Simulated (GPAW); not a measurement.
Runs of GPAW 26.7.0 on Ga. It takes space group P2_1/m (No. 11, monoclinic). The conventional cell has a = 2.778 Å, b = 3.282 Å, c = 4.210 Å, α = 90.00°, β = 108.61°, γ = 90.00°. Around Ga (site symmetry m) lie 8 Ga at 2.71 to 2.84 Å. This isn't the form of Ga at room conditions, which is orthorhombic.

```tsv
task	level	potentials or basis	cell	k mesh	band path	band points	gap on the mesh (eV)	pressure (GPa)	largest force (eV/Å)
single point	PBEsol	PAW data sets generated in the run's folder for this functional, pw	atoms moved at random, drawn with an rms of 0.05 Å	10 × 8 × 7	-	-	none	-0.1	0.09
band structure	PBEsol	PAW data sets generated in the run's folder for this functional, pw	as given	8 × 7 × 6	GYHCEM1AXH1,MDZ,YD	60	-	0.0	0.10
band structure	LDA	the program's PAW data sets (release 1.2.1) made for this functional, pw	as given	8 × 7 × 6	GYHCEM1AXH1,MDZ,YD	60	-	(a)	0.10
single point	PBEsol	PAW data sets generated in the run's folder for this functional, pw	as given	10 × 8 × 7	-	-	none	-0.1	0.08
```

Alike in all rows: no spin polarisation; cutoff (eV) 600; smearing fermi-dirac 0.05 eV.

Problem. Estimate the missing entries.

Solution. (a) -2.0.

A k mesh can miss the band edges, and the runs leave out spin-orbit coupling on Ga.

A gap of «none» marks a metal or a gap under the smearing width.
